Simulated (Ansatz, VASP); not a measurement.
## One calculation of Sb, two programs

Contents of INCAR:

```
PREC     = Accurate       # precision mode
ENCUT    = 520            # plane-wave cutoff, eV
EDIFF    = 1E-6           # SCF threshold, eV
ISMEAR   = -1             # smearing method
SIGMA    = 0.05           # smearing width, eV
LREAL    = False          # projectors in reciprocal space
LASPH    = True           # aspherical terms in the spheres
NELM     = 60             # most SCF steps
ALGO     = Normal         # electronic algorithm
ISIF     = 2              # what is computed and relaxed
LWAVE    = False          # write WAVECAR
LCHARG   = False          # write CHGCAR
GGA      = PS             # functional
NBANDS   = 8              # bands
```

The input KPOINTS:

```
regular mesh
0
Gamma
  12 12 12
```

POSCAR

```
Sb
1.0
    0.0000000000      2.2358500000      2.3050000000
    2.2358500000      0.0000000000      2.3050000000
    2.2358500000      2.2358500000      0.0000000000
Sb
1
Direct
    0.0000000000      0.0000000000      0.0000000000
```

Input for Ansatz:

```yaml
crystal:
  lattice:
    - [0.0, 2.23585, 2.305]
    - [2.23585, 0.0, 2.305]
    - [2.23585, 2.23585, 0.0]
  atoms:
    - { symbol: Sb, position: [0.0, 0.0, 0.0] }
kpoints:
  mp_grid: { grid: [12, 12, 12] }
  band_path:
    path:
      - [0.0, 0.0, 0.0]
      - [0.0, 0.5, 0.5]
      - [0.25, 0.75, 0.5]
      - [0.0, 0.5, 0.0]
      - [0.0, 0.0, 0.0]
      - [0.5, 0.5, 0.0]
      - [0.3676125, 0.6323875, 0.0]
      - [-0.3676125, 0.3676125, 0.0]
      - [0.0, 0.0, 0.0]
    npoints: 5
scf:
  occupations: { method: fermi_dirac, width: 0.05 }
hamiltonian:
  xc: pbesol
  pseudopotentials: { kind: all_electron, lapw: { basis_error: 0.001 } }
output:
  forces: true
  stress: true
  eigenvalues: true
```

Change from the starting cell: equal xx and yy strain of -3 %.

Alike in both runs: task single point; functional PBEsol; k mesh 12 × 12 × 12; occupations fermi-dirac, width 0.05 eV; no spin polarisation.

|  | VASP | Ansatz |
| --- | --- | --- |
| version | VASP 6.6.1 | Ansatz 0.2.0 |
| potentials or method | VASP PAW PBE potentials, release 64 (Sb) | all-electron LAPW, scalar-relativistic |
| plane-wave cutoff (eV) | 520 | see its input |

|  | VASP | Ansatz | Ansatz less VASP |
| --- | --- | --- | --- |
| pressure (GPa) | 11.7 | 11.6 | -0.11 |
| largest component of the traceless stress (GPa) | 0.36 | 0.40 | +0.039 |

Ansatz ran all-electron here, so the differences hold the error of VASP's frozen core and of both bases.

Caveats: the PAW data sets were made with another functional, which shifts forces and pressure a little (VASP). Spin-orbit coupling is left out, which matters for the levels of Sb.
